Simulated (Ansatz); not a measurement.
## HfO$_{2}$ (P4_2/nmc), random displacements

Method: Ansatz, DFT r2SCAN, scalar-relativistic, plane waves, PAW. Cutoff 500 eV, Γ-centred 6×6×6 k-points, Gaussian smearing of 0.05 eV. Spin–orbit coupling is left out, which matters for the heavy elements here. No spin polarisation. Energies are free energies at this smearing, counted from the undisturbed cell; pressure is positive in compression.

The starting cell (as given, not relaxed at this level; this form isn't the usual structure):

```
Hf O
1.0
     3.55802    0.00000    0.00000
     0.00000    3.55802    0.00000
     0.00000    0.00000    5.17186
Hf O
2 4
Direct
  0.50000 0.50000 0.50000
  0.00000 0.00000 0.00000
  0.00000 0.50000 0.69721
  0.50000 0.00000 0.80279
  0.50000 0.00000 0.30279
  0.00000 0.50000 0.19721
```

After a displacement of all atoms with no net shift and a strain of the cell, the run gives ΔE = 396.9 meV/atom; stress (xx, yy, zz, yz, xz, xy; compression positive) (5.93, 2.35, 1.73, -2.82, 7.28, 14.01) GPa; gap on the mesh 3.90 eV.

| atom | Fx (eV/Å) | Fy | Fz |
| --- | --- | --- | --- |
| Hf1 | 1.192 | 0.532 | -0.963 |
| Hf2 | 2.899 | 1.492 | 1.580 |
| O3 | -2.283 | -1.393 | -0.522 |
| O4 | -2.140 | 0.441 | 2.102 |
| O5 | 2.059 | 3.103 | -2.027 |
| O6 | -1.727 | -4.175 | -0.170 |

(1) Which displacements (Å, in the unstrained cell) and strain were applied?

Results:

(1)
```tsv
atom	ux	uy	uz
Hf1	-0.13	-0.20	0.02
Hf2	-0.23	-0.10	-0.08
O3	0.10	0.24	0.04
O4	0.05	0.12	-0.12
O5	-0.01	-0.19	0.20
O6	0.21	0.14	-0.06
```
Strain (Voigt, engineering shear): (-0.0019, 0.0244, 0.0354, 0.0298, 0.0068, -0.0963).

Cost: 1 run of about 0.32 core-minutes, on AMD EPYC 9R45 (Zen 5) (shared hosts).